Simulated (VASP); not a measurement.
CdF$_{2}$ in VASP 6.6.1, single-point calculation

INCAR

```
GGA = PE
PREC = Accurate
SIGMA = 0.1
NELM = 120
LASPH = .TRUE.
ENCUT = 520
NBANDS = 20
ISIF = 2
IBRION = -1
ISMEAR = 0
LWAVE = .FALSE.
EDIFF = 1E-7
NSW = 0
LREAL = .FALSE.
LCHARG = .FALSE.
NELECT = 26.02
```

KPOINTS

```
KPOINTS created by Atomic Simulation Environment
0
Gamma
8 8 8
0 0 0
```

POSCAR

```
Cd F
 1.0000000000000000
    -0.0718447382000000    2.6223329429000000    2.6223329429000000
     2.6223329429000000   -0.0718447382000000    2.6223329429000000
     2.6223329429000000    2.6223329429000000   -0.0718447382000000
 Cd  F
   1   2
Cartesian
  0.0000000000000000 -0.0000000000000000  0.0000000000000000
  1.3053995050160205  1.3053995050160205  1.3053995050160201
  3.8674216425839787  3.8674216425839787  3.8674216425839787
```

The recommended PBE PAW datasets give the neutral cell 26 valence electrons.

Command

```
mpirun -np 1 vasp_std
```

Task: How does this run end, and what does it give?

Result: It converged. Results: pressure 12.8 GPa; largest force 0.04 eV/Å.

OSZICAR

```
N       E                     dE             d eps       ncg     rms          rms(c)
DAV:   1     0.194337885259E+03    0.19434E+03   -0.15756E+04  2704   0.133E+03
DAV:   2    -0.444018962727E+01   -0.19878E+03   -0.19174E+03  2828   0.346E+02
DAV:   3    -0.123448084630E+02   -0.79046E+01   -0.78862E+01  2984   0.750E+01
DAV:   4    -0.123783686333E+02   -0.33560E-01   -0.33558E-01  2808   0.498E+00
DAV:   5    -0.123784921148E+02   -0.12348E-03   -0.12348E-03  2980   0.270E-01    0.109E+01
DAV:   6    -0.106761164053E+02    0.17024E+01   -0.38354E+00  3296   0.364E+01    0.799E+00
DAV:   7    -0.107224952868E+02   -0.46379E-01   -0.87211E-01  2692   0.853E+00    0.457E+00
DAV:   8    -0.107172974990E+02    0.51978E-02   -0.12211E-01  2712   0.344E+00    0.683E-01
DAV:   9    -0.107093166517E+02    0.79808E-02   -0.30479E-02  3232   0.234E+00    0.837E-02
DAV:  10    -0.107098887252E+02   -0.57207E-03   -0.28040E-03  2712   0.560E-01    0.117E-01
DAV:  11    -0.107099812748E+02   -0.92550E-04   -0.94780E-05  2836   0.895E-02    0.331E-02
DAV:  12    -0.107099987742E+02   -0.17499E-04   -0.22414E-05  2688   0.470E-02    0.184E-02
DAV:  13    -0.107100006970E+02   -0.19228E-05   -0.69063E-06  2852   0.214E-02    0.300E-03
DAV:  14    -0.107100005449E+02    0.15219E-06   -0.61032E-07  2876   0.955E-03    0.630E-04
DAV:  15    -0.107100005742E+02   -0.29325E-07   -0.53713E-08  2272   0.249E-03
   1 F= -.10710001E+02 E0= -.10709540E+02  d E =-.920579E-03
```

The cell is charged and sits in a uniform background.

For comparison, a separate PBE run of the intended cell, on usual settings and not on those above, gives a gap of 3.21 eV on its mesh and a pressure of 11.8 GPa.
